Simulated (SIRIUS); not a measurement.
# C in SIRIUS: equation of state

How stiff is C in PBEsol, and what volume does it want? The cell is scaled to several volumes.

Everything below comes from runs of SIRIUS 7.10.0. Logs are shortened: lines on timing, memory, paths and dates and some standing lists are left out, and cuts for length are marked. The log counts tension as positive stress, the text compression.

## Step 1: The structure

The cell holds a slab with vacuum, 2 atoms: a = 2.456 Å, b = 2.456 Å, c = 8.524 Å, α = 90.00°, β = 90.00°, γ = 120.00°.

## Step 2: Single point, PBEsol, 20.93 Å³/atom (volume scaled by 0.94)

sirius.json

```json
{
  "control": {
    "processing_unit": "cpu",
    "verbosity": 2,
    "num_bands_to_print": 10,
    "print_forces": true,
    "print_stress": true
  },
  "parameters": {
    "electronic_structure_method": "pseudopotential",
    "xc_functionals": ["XC_GGA_X_PBE_SOL", "XC_GGA_C_PBE_SOL"],
    "gk_cutoff": 9.1,
    "pw_cutoff": 18.2,
    "ngridk": [12, 12, 3],
    "shiftk": [0, 0, 0],
    "smearing": "fermi_dirac",
    "smearing_width": 0.0018374661,
    "num_bands": 10,
    "num_mag_dims": 0,
    "num_dft_iter": 100,
    "energy_tol": 1e-08,
    "density_tol": 1e-06
  },
  "iterative_solver": {
    "type": "davidson",
    "min_tolerance": 1e-09,
    "tolerance_scale": [0.1, 0.25]
  },
  "mixer": {
    "type": "anderson",
    "beta": 0.7,
    "max_history": 8
  },
  "settings": {
    "tol_ne": 1e-10,
    "pseudo_grid_cutoff": 6.5
  },
  "unit_cell": {
    "lattice_vectors": [
      [1.0, 0.0, 0.0],
      [-0.500000000021, 0.866025403788, 0.0],
      [0.0, 0.0, 3.470363532347]
    ],
    "lattice_vectors_scale": 4.5467380717,
    "atom_coordinate_units": "lattice",
    "atom_types": ["C"],
    "atom_files": {
      "C": "C.json"
    },
    "atoms": {
      "C": [
        [0.6666666667, 0.3333333333, 0.0],
        [0.3333333333, 0.6666666667, 0.0]
      ]
    }
  }
}
```

Potentials or basis: PseudoDojo 0.4.1 PBEsol standard (scalar relativistic).

On the command line:

```
$ upf_to_json C.upf
$ OMP_NUM_THREADS=1 sirius.scf --input=sirius.json --output=out.json --task=0
```

Output:

```text
[info] SIRIUS version : 7.10.0
[info] number of MPI ranks           : 1
[info] MPI grid                      : 1 1
[info] maximum number of OMP threads : 1
[fft] FFT context for density and potential
[fft] =====================================
[fft]   comm size                             : 1
[fft]   plane wave cutoff                     : 18.2
[fft]   grid size                             : 30 30 96   total : 86400
[fft]   grid limits                           : -14 15   -14 15   -47 48
[fft]   number of G-vectors within the cutoff : 14407
[fft]   local number of G-vectors             : 14407
[fft]   number of G-shells                    : 1568
[fft] FFT context for coarse grid
[fft] =====================================
[fft]   comm size                             : 1
[fft]   plane wave cutoff                     : 18.2
[fft]   grid size                             : 30 30 96   total : 86400
[fft]   grid limits                           : -14 15   -14 15   -47 48
[fft]   number of G-vectors within the cutoff : 14407
[fft]   local number of G-vectors             : 14407
[fft]   number of G-shells                    : 1568
[unit cell] lattice vectors
[unit cell]   a1 :       4.5467380717      0.0000000000      0.0000000000
[unit cell]   a2 :      -2.2733690359      3.9375906745      0.0000000000
[unit cell]   a3 :       0.0000000000      0.0000000000     15.7788339952
[unit cell] reciprocal lattice vectors
[unit cell]   b1 :       1.3819105495      0.7978464278     -0.0000000000
[unit cell]   b2 :       0.0000000000      1.5956928555      0.0000000000
[unit cell]   b3 :       0.0000000000     -0.0000000000      0.3982033976
[unit cell] unit cell volume :       282.49151712 [a.u.^3]
[unit cell] 1/sqrt(omega)    :         0.05949731
[unit cell] MT volume        :         0.00000000 ( 0.00%)
[unit cell] IT volume        :       282.49151712 (100.00%)
[unit cell] number of atom types : 1
[unit cell] type id : 0 symbol :  C mt_radius :  12.470000 num_atoms : 2
[unit cell] total number of atoms : 2
[unit cell] number of symmetry classes : 1
[unit cell] number of PAW atoms : 0
[unit cell] atom id  type id  class id             position                      vector_field
[unit cell] ------------------------------------------------------------------------------------------
[unit cell]      0        0        0      0.66667   0.33333   0.00000      0.00000   0.00000   0.00000
[unit cell]      1        0        0      0.33333   0.66667   0.00000      0.00000   0.00000   0.00000
[unit cell] atom id         position (Cartesian, a.u.)
[unit cell] ---------------------------------------------
[unit cell]      0       2.273369    1.312530    0.000000
[unit cell]      1      -0.000000    2.625060    0.000000
[unit cell] class id : 0 atom id : 0 1
[unit cell] minimum bond length:     2.625060
[unit cell] total number of pseudo wave-functions: 8
[sym] space group number   : 191
[sym] international symbol : P6/mmm
[sym] Hall symbol          : -P 6 2
[sym] space group transformation matrix :
[sym]   1.0000  0.0000  0.0000
[sym]   0.0000  1.0000  0.0000
[sym]   0.0000  0.0000  1.0000
[sym] space group origin shift :
[sym]   0.0000  0.0000  0.0000
[sym] number of space group operations  : 24
[sym] number of magnetic group operations : 24
[sym] metric tensor error: 8.6826e-10
[sym] rotation matrix error: 4.8497e-11
[sym] symmetry operations
[... list of symmetry operations ...]
[atom type] label          : C
[atom type] --------------------------------------------------------------------------------
[atom type] symbol         : C
[atom type] name           :
[atom type] zn             : 4
[atom type] mass           : 0
[atom type] mt_radius      : 12.47
[atom type] num_mt_points  : 1248
[atom type] grid_origin    : 0
[atom type] grid_name      : external
[atom type] number of core electrons    : 0
[atom type] number of valence electrons : 4
[atom type] total number of radial functions : 4
[atom type] lmax of radial functions         : 1
[... 206 lines left out ...]
[find] | SCF iteration   8 out of 100|
[diagonalize] iterative solver tolerance (occupied, empty): 1.33049e-08 1.33049e-08
[diagonalize] average number of iterations: 3.36842
[find] Total energy                   :     -12.00653804 (Ha),     -24.01307608 (Ry)
[find] Free energy (E-TS)             :     -12.00660880 (Ha),     -24.01321759 (Ry)
[find] band gap (eV)                  :       0.00000000
[find] Efermi                         :       0.02129676
[find] iteration : 8, RMS : 2.043249067181e-07, energy difference : -5.463109076231e-09
[find] Hartree energy of density residual : 3.200717144916e-12
[find] bands are converged : true
[find] iterative solver converged : false
[find] +------------------------------+
[find] | SCF iteration   9 out of 100|
[find] +------------------------------+
[diagonalize] iterative solver tolerance (occupied, empty): 3.32624e-09 3.32624e-09
[diagonalize] average number of iterations: 2.89474
[diagonalize] Lowest band energies
[diagonalize] ik:    0   -0.717529   -0.279081   -0.087398   -0.087398    0.127463    0.218860    0.278367    0.347654    0.347654    0.474743
[diagonalize] ik:    1   -0.711239   -0.271403   -0.112147   -0.101032    0.136068    0.227295    0.286460    0.350964    0.375330    0.452007
[diagonalize] ik:    2   -0.692428   -0.248561   -0.174701   -0.132763    0.161896    0.252426    0.310538    0.352571    0.391248    0.448418
[diagonalize] ik:    3   -0.661293   -0.255171   -0.211264   -0.167777    0.204891    0.289617    0.311789    0.338030    0.359554    0.549262
[diagonalize] ik:    4   -0.618220   -0.339904   -0.196848   -0.161382    0.212900    0.264806    0.332216    0.353940    0.413598    0.625306
[diagonalize] ...
[diagonalize] ik:   33   -0.546670   -0.407614   -0.284761   -0.083515    0.119176    0.378216    0.408305    0.422237    0.503360    0.553166
[diagonalize] ik:   34   -0.495029   -0.467162   -0.291751   -0.047828    0.076348    0.418124    0.453616    0.466107    0.476879    0.508638
[diagonalize] ik:   35   -0.552567   -0.370447   -0.322724   -0.086980    0.131956    0.369501    0.397620    0.485495    0.497789    0.525864
[diagonalize] ik:   36   -0.496503   -0.427064   -0.349349   -0.032081    0.071890    0.424066    0.454032    0.501999    0.512760    0.530471
[diagonalize] ik:   37   -0.447952   -0.447952   -0.389300    0.021296    0.021296    0.412685    0.517380    0.517380    0.533615    0.581126
[find] Charges and magnetic moments
[find] --------------------------------------------------------------------------------
[find] total charge          : 8.000000
[find] Energy
[find] --------------------------------------------------------------------------------
[find] valence_eval_sum               :      -2.59890252
[find] <rho|V^{XC}>                   :      -4.75053671
[find] <rho|E^{XC}>                   :      -4.30785837
[find] <mag|B^{XC}>                   :       0.00000000
[find] <rho|V^{H}>                    :      38.26043466
[find] one-electron contribution      :     -36.10880047 (Ha),     -72.21760093 (Ry)
[find] hartree contribution           :      19.13021733
[find] xc contribution                :      -4.30785837
[find] ewald contribution             :       9.27990775
[find] PAW contribution               :       0.00000000
[find] smearing (-TS)                 :      -0.00007076
[find] SCF correction                 :      -0.00000428
[find] Total energy                   :     -12.00653804 (Ha),     -24.01307608 (Ry)
[find] Free energy (E-TS)             :     -12.00660880 (Ha),     -24.01321759 (Ry)
[find] band gap (eV)                  :       0.00000000
[find] Efermi                         :       0.02129616
[find] iteration : 9, RMS : 1.080851609372e-07, energy difference : -1.305972219257e-09
[find] Hartree energy of density residual : 1.894123771669e-13
[find] bands are converged : true
[find] iterative solver converged : true
[find] converged after 10 SCF iterations!
[find] Charges and magnetic moments
[find] --------------------------------------------------------------------------------
[find] total charge          : 8.000000
[find] Energy
[find] --------------------------------------------------------------------------------
[find] valence_eval_sum               :      -2.59890252
[find] <rho|V^{XC}>                   :      -4.75053671
[find] <rho|E^{XC}>                   :      -4.30785837
[find] <mag|B^{XC}>                   :       0.00000000
[find] <rho|V^{H}>                    :      38.26043466
[find] one-electron contribution      :     -36.10880047 (Ha),     -72.21760093 (Ry)
[find] hartree contribution           :      19.13021733
[find] xc contribution                :      -4.30785837
[find] ewald contribution             :       9.27990775
[find] PAW contribution               :       0.00000000
[find] smearing (-TS)                 :      -0.00007076
[find] SCF correction                 :      -0.00000428
[find] Total energy                   :     -12.00653804 (Ha),     -24.01307608 (Ry)
[find] Free energy (E-TS)             :     -12.00660880 (Ha),     -24.01321759 (Ry)
[find] band gap (eV)                  :       0.00000000
[find] Efermi                         :       0.02129616
[ground_state] === stress tensor components [kbar] ===
[ground_state] === stress_kin ===
[ground_state] -5794.287857   -0.000000   -0.000000
[ground_state]    -0.000000-5794.287857    0.000000
[ground_state]    -0.000000    0.000000-6297.427119
[ground_state] === stress_har ===
[ground_state] -19518.864927   -0.000000    0.000000
[ground_state]    -0.000000-19518.864927    0.000000
[ground_state]     0.000000    0.00000019113.933296
[ground_state] === stress_ewald ===
[ground_state] -20212.038785   -0.000000    0.000000
[ground_state]    -0.000000-20212.038785    0.000000
[ground_state]     0.000000    0.00000030759.211199
[ground_state] === stress_vloc ===
[ground_state] 43447.787638    0.000001    0.000000
[ground_state]     0.00000143447.787638    0.000000
[ground_state]     0.000000    0.000000-45406.937967
[ground_state] === stress_xc ===
[ground_state]   465.865757    0.000000    0.000000
[ground_state]     0.000000  465.865757   -0.000000
[ground_state]     0.000000   -0.000000  487.100978
[ground_state] === stress_core ===
[ground_state]   848.847890    0.000000    0.000000
[ground_state]     0.000000  848.847890    0.000000
[ground_state]     0.000000    0.000000  826.282607
[ground_state] === stress_nonloc ===
[ground_state]   634.781299    0.000000   -0.000000
[ground_state]     0.000000  634.781299    0.000000
[ground_state]    -0.000000    0.000000  518.358505
[ground_state] === stress_us_nl ===
[ground_state]   634.781299    0.000000   -0.000000
[ground_state]     0.000000  634.781299    0.000000
[ground_state]    -0.000000    0.000000  518.358505
[ground_state] === stress_total ===
[ground_state]  -127.908985   -0.000000   -0.000000
[ground_state]    -0.000000 -127.908985    0.000000
[ground_state]    -0.000000    0.000000    0.521501
[ground_state] ==== total Forces in Ha/bohr =====
[ground_state] atom:    0, force:       0.0000000      0.0000000     -0.0000000
[ground_state] atom:    1, force:      -0.0000000     -0.0000000      0.0000000
[ground_state] ==== ultrasoft contribution from Qij =====
[ground_state] atom:    0, force:       0.0000000      0.0000000      0.0000000
[ground_state] atom:    1, force:       0.0000000      0.0000000      0.0000000
[ground_state] ==== non-local contribution from Beta-projector =====
[ground_state] atom:    0, force:       0.0000000      0.0000000     -0.0000000
[ground_state] atom:    1, force:      -0.0000000      0.0000000      0.0000000
[ground_state] ==== contribution from local potential =====
[ground_state] atom:    0, force:      -0.0000000      0.0000000      0.0000000
[ground_state] atom:    1, force:       0.0000000     -0.0000000      0.0000000
[ground_state] ==== contribution from core density =====
[ground_state] atom:    0, force:       0.0000000     -0.0000000      0.0000000
[ground_state] atom:    1, force:      -0.0000000      0.0000000      0.0000000
[ground_state] ==== Ewald forces from ions =====
[ground_state] atom:    0, force:       0.0000000      0.0000000      0.0000000
[ground_state] atom:    1, force:      -0.0000000     -0.0000000      0.0000000
[~DFT_ground_state] local op. applied: 10276
[~DFT_ground_state] evp. work count: 4662.49
[~DFT_ground_state] number of iterative solver steps: 1348
```

It took 22 s on 1 thread of Arm Neoverse V1, shared host; peak memory 0.26 GiB.

What came out:

| Item | Value |
| --- | --- |
| Free energy | -326.7165 eV |
| Band gap on the k mesh | none (metal or under the smearing width) |

## Step 3: Single point, PBEsol, 21.38 Å³/atom (volume scaled by 0.96)

sirius.json: that of step 2 with these lines changed.

```diff
@@ -40,6 +40,6 @@
       [1.0, 0.0, 0.0],
-      [-0.500000000021, 0.866025403788, 0.0],
-      [0.0, 0.0, 3.470363532347]
+      [-0.499999999979, 0.866025403764, 0.0],
+      [0.0, 0.0, 3.470363532237]
     ],
-    "lattice_vectors_scale": 4.5467380717,
+    "lattice_vectors_scale": 4.5787584091,
     "atom_coordinate_units": "lattice",
```

Potentials or basis: PseudoDojo 0.4.1 PBEsol standard (scalar relativistic).

On the command line:

```
$ upf_to_json C.upf
$ OMP_NUM_THREADS=1 sirius.scf --input=sirius.json --output=out.json --task=0
```

It took 23 s on 1 thread of Arm Neoverse V1, shared host; peak memory 0.26 GiB.

The run converged. Its results:

```
Free energy            : -326.7561 eV
Band gap on the k mesh : none (metal or under the smearing width)
```

## Step 4: Single point, PBEsol, 21.82 Å³/atom (volume scaled by 0.98)

sirius.json: that of step 3 with these lines changed.

```diff
@@ -40,6 +40,6 @@
       [1.0, 0.0, 0.0],
-      [-0.499999999979, 0.866025403764, 0.0],
-      [0.0, 0.0, 3.470363532237]
+      [-0.5, 0.866025403796, 0.0],
+      [0.0, 0.0, 3.47036353228]
     ],
-    "lattice_vectors_scale": 4.5787584091,
+    "lattice_vectors_scale": 4.6103370511,
     "atom_coordinate_units": "lattice",
```

On the command line:

```
$ upf_to_json C.upf
$ OMP_NUM_THREADS=1 sirius.scf --input=sirius.json --output=out.json --task=0
```

Run time: 23 s. Hardware: 1 thread of Arm Neoverse V1, shared host; peak memory 0.26 GiB.

It converged, with:

- Free energy: -326.7807 eV
- Band gap on the k mesh: none (metal or under the smearing width)

## Step 5: Single point, PBEsol, 22.71 Å³/atom (volume scaled by 1.02)

sirius.json: that of step 4 with these lines changed.

```diff
@@ -40,6 +40,6 @@
       [1.0, 0.0, 0.0],
-      [-0.5, 0.866025403796, 0.0],
-      [0.0, 0.0, 3.47036353228]
+      [-0.5, 0.866025403785, 0.0],
+      [0.0, 0.0, 3.470363532311]
     ],
-    "lattice_vectors_scale": 4.6103370511,
+    "lattice_vectors_scale": 4.6722281551,
     "atom_coordinate_units": "lattice",
```

On the command line:

```
$ upf_to_json C.upf
$ OMP_NUM_THREADS=1 sirius.scf --input=sirius.json --output=out.json --task=0
```

Run time: 24 s. Hardware: 1 thread of Arm Neoverse V1, shared host; peak memory 0.27 GiB.

Results (log left out):

```yaml
Free_energy: -326.7900 eV
Band_gap_on_the_k_mesh: none (metal or under the smearing width)
```

(Continued in part 2 of 2.)
